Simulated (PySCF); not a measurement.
An unknown gives this computed stick spectrum. Theory: TDDFT wB97X-D/def2-SVPD, vertical, gas phase, core orbitals frozen in the response in PySCF. Geometries: PBE0-D3(BJ)/def2-SVP, one conformer each.

```tsv
state	λ (nm)	f
S1	223.1	0.0017
S2	215.6	0.0010
S3	174.8	0.040
S4	173.3	0.0035
S5	150.9	0.0077
S6	145.7	0.074
```

Orbital energies (eV): HOMO-3 -11.13, HOMO-2 -10.72, HOMO-1 -10.31, HOMO -10.05, LUMO 0.67, LUMO+1 2.19, LUMO+2 2.82.

**Question.** Which structure fits?
A. `C1CCNCC1`
B. `BC1CCC1`
C. `CNB(C)C`

**Answer.** B. Its S1, at 5.56 eV, is the lowest among the candidates; the nearest of the others has S1 at 6.22 eV. S1 is HOMO→LUMO (92%). Löwdin shares by element: HOMO carbon 48% or more, boron 20% (atoms not listed hold the other 32%); LUMO boron 52%, hydrogen 21% or more, carbon 13% or more. At the same level the other candidates give, for their lowest levels:
- `C1CCNCC1`: 199 nm (f 0.010); 178 nm (f 0.029); 171 nm (f 0.028); 165 nm (f 0.000); 154 nm (f 0.002); T1 6.08 eV; HOMO -8.09, LUMO 2.42 eV
- `CNB(C)C`: 181 nm (f 0.001); 158 nm (f 0.000); 157 nm (f 0.317); 153 nm (f 0.017); 152 nm (f 0.048); HOMO -9.24, LUMO 1.88 eV
Triplets come from the Tamm–Dancoff approximation.
